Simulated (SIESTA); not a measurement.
Runs of SIESTA 5.4.2 on WS2. It takes space group R3m (No. 160, trigonal). The conventional cell has a = 3.158 Å, b = 3.158 Å, c = 18.490 Å, α = 90.00°, β = 90.00°, γ = 120.00°. W (site symmetry 3m) is surrounded by 6 S at 2.39 to 2.42 Å. S (site symmetry 3m) is surrounded by 3 W at 2.42 Å. Around S (site symmetry 3m) lie 3 W at 2.39 Å. Measurements of this composition are mostly on another form, of space group No. 194.

```tsv
task	level	potentials or basis	gap on the mesh (eV)	pressure (GPa)	V0 of scaled cells (Å³/atom)	B0 (GPa)	largest force (eV/Å)
equation of state	LDA	PseudoDojo 0.4 standard (LDA files), DZP (energy shift 0.003 Ry; two zetas on semicore shells)	-	-	17.65	177	-
equation of state	PBEsol	PseudoDojo 0.4 standard (PBEsol files), DZP (energy shift 0.003 Ry; two zetas on semicore shells)	-	-	(a)	(c)	-
band structure	LDA	PseudoDojo 0.4 standard (LDA files), DZP (energy shift 0.003 Ry; two zetas on semicore shells)	(b)	-0.9	-	-	0.61
band structure	PBEsol	PseudoDojo 0.4 standard (PBEsol files), DZP (energy shift 0.003 Ry; two zetas on semicore shells)	1.09	2.5	-	-	0.71
```

Alike in all rows: no spin polarisation; cell as given; k mesh 10 × 10 × 10; smearing fermi-dirac 0.05 eV; grid cutoff 800 Ry; energy shift 0.003 Ry.

Q: Estimate the missing entries.

A: (a) 18.00; (b) 1.06; (c) 169.

Caveats: short orbitals over semicore shells can move pressures by several GPa; the basis of atomic orbitals isn't converged, which shifts pressures, moduli and gaps; the cell was scaled at fixed shape and fractional positions, which overstates the stiffness of a crystal with free parameters, most of all of layers and chains (some runs); spin-orbit coupling is left out, which moves the levels of the heavy elements (some runs).

A k mesh can miss the band edges, and the runs leave out spin-orbit coupling on W.

Not every run made on this cell is shown here.
